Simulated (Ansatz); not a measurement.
Two G0W0 runs on BaS (Fm-3m).

```
Ba S
1.0
     0.00000    3.19375    3.19375
     3.19375    0.00000    3.19375
     3.19375    3.19375    0.00000
Ba S
1 1
Direct
  0.00000 0.00000 0.00000
  0.50000 0.50000 0.50000
```

The cell and positions come from the Crystallography Open Database and are kept as given unless a step says otherwise. Spin-orbit coupling is left out unless a run names it.

The first (Ansatz 0.2.0; start PBE, 4×4×4 mesh, 194 empty bands, screening to 120 eV, hard PAW files; 1 × NVIDIA GB200 (shared by 2 runs) with 24 threads of Arm Neoverse V2, shared host) gave, on its mesh: starting gap 2.20 eV, G0W0 gap 3.39 eV, RPA ε∞ (mean) 4.64, 2.3 s.

**Question.** The second changes start from PBE to LDA and files from hard PAW to PAW set soft_1. What does it give?

It gave: starting gap 2.00 eV, G0W0 gap 3.35 eV, RPA ε∞ (mean) 5.02, 2 s. The G0W0 gap moves by −0.04 eV, −0.20 eV from the start and +0.16 eV from the correction. Σc changes by −0.05 eV at the valence top and −0.09 eV at the conduction bottom, and Σx − Vxc between them by +0.20 eV.

Limits: not at the basis limit; no spin-orbit coupling.

[Paths, hosts, dates, memory and timing lines, banners, echoed tables and standing remarks are left out of the program output.]

[Logs are printed without paths, hosts, clocks, repeated set-up lines and the standing remarks that a program may print on its own settings, such as how far it seeks lower states.]

[Runs of the session that timed out or met a known fault of the program may be left out.]

[Cells called generated may have been cut or substituted from an entry of the Crystallography Open Database or the Materials Project.]

[Hosts, paths, dates, database ids (printed as entryN), source tags and the programs' standing remarks are cut or masked in the printed files.]
